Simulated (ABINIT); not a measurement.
A run of ABINIT 10.8.3 (patched build) is set up as follows.

Contents of run.abi:

```
# Pseudopotentials
pp_dirpath "./"
pseudos "Al.GGA_PBE-JTH.xml, N.GGA_PBE-JTH.xml"

# Structure
acell 5.8366710593 5.8366710593 5.8366710593
rprim
     0.0000000000     0.7071067812     0.7071067812
     0.7071067812     0.0000000000     0.7071067812
     0.7071067812     0.7071067812     0.0000000000
ntypat 2
znucl 13 7
natom 2
typat 1 2
xcart
     0.0000000000     0.0000000000     0.0000000000
     2.0635748428     2.0635748428     2.0635748428

# Plane-wave basis
ecut 816.341587 eV
pawecutdg 52.0

# k points
kptopt 1
ngkpt 13 13 13
nshiftk 1
shiftk 0.0 0.0 0.0

# Exchange and correlation
ixc -497498
usekden 1
pawxcdev 0

# Bands and occupations
nband 8
occopt 3
tsmear 0.00183747

# SCF cycle
nstep 100
tolvrs 1.0e-7

# Output
iomode 3
prtwf 0
prtden 0
prteig 0
prtebands 0
enunit 1
```

Potentials or basis: JTH PAW PBE v2.0.

The run is started by

```sh
$ abinit run.abi > log 2>&1
```

What does it give for the pressure?

3.7 GPa.

What does it give for the band gap on the k mesh?

3.98 eV, indirect (least direct gap 4.79 eV).

Caveat: the PAW data sets were made with another functional, which shifts forces and pressure a little; an odd mesh through Γ misses points on the zone boundary, where band edges often lie.
